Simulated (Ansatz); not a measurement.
Runs of Ansatz 0.2.0 on InPd. The structure is cubic, space group Pm-3m (No. 221). Conventional cell: a = 3.272 Å, b = 3.272 Å, c = 3.272 Å, α = 90.00°, β = 90.00°, γ = 90.00°. In (site symmetry m-3m) has 8 Pd at 2.83 Å as nearest neighbours. Pd (site symmetry m-3m) has 8 In at 2.83 Å as nearest neighbours. The cell comes from a database or a generator and needn't be the stable form of this composition.

```tsv
task	level	spin	k mesh	smearing	points for each segment of the path	gap on the mesh (eV)	pressure (GPa)
band structure	BLYP	off	8 × 8 × 8	fermi-dirac 0.05 eV	14	none	11.4
single point	PBE	off	8 × 8 × 8	gaussian 0.017 eV	-	none	3.7
single point	PBE	off	8 × 8 × 8	gaussian 0.014 eV	-	none	3.7
single point	PBE	off	8 × 8 × 8	gaussian 0.013 eV	-	none	3.7
single point	PBE	off	8 × 8 × 8	gaussian 0.018 eV	-	none	3.7
band structure	PBEsol	SOC, no magnetisation	6 × 6 × 6	fermi-dirac 0.05 eV	14	none	(a)
single point	PBE	off	8 × 8 × 8	gaussian 0.024 eV	-	none	3.7
single point	PBE	off	8 × 8 × 8	gaussian 0.021 eV	-	none	3.7
```

Alike in all rows: potentials or basis Ansatz PAW; cell as given; cutoff (eV) 420.

Problem. Fill in the values left out.

Solution. (a) -2.8.

Caveats: the PAW data sets come from PBE, with cores solved anew for the run's functional, which leaves a small shift of forces and pressure (some runs); spin-orbit coupling is left out, which moves the levels of the heavy elements (some runs).

A k mesh can miss the band edges, and rows without SOC leave out spin-orbit coupling on In, Pd.

A gap of «none» marks a metal or a gap under the smearing width.
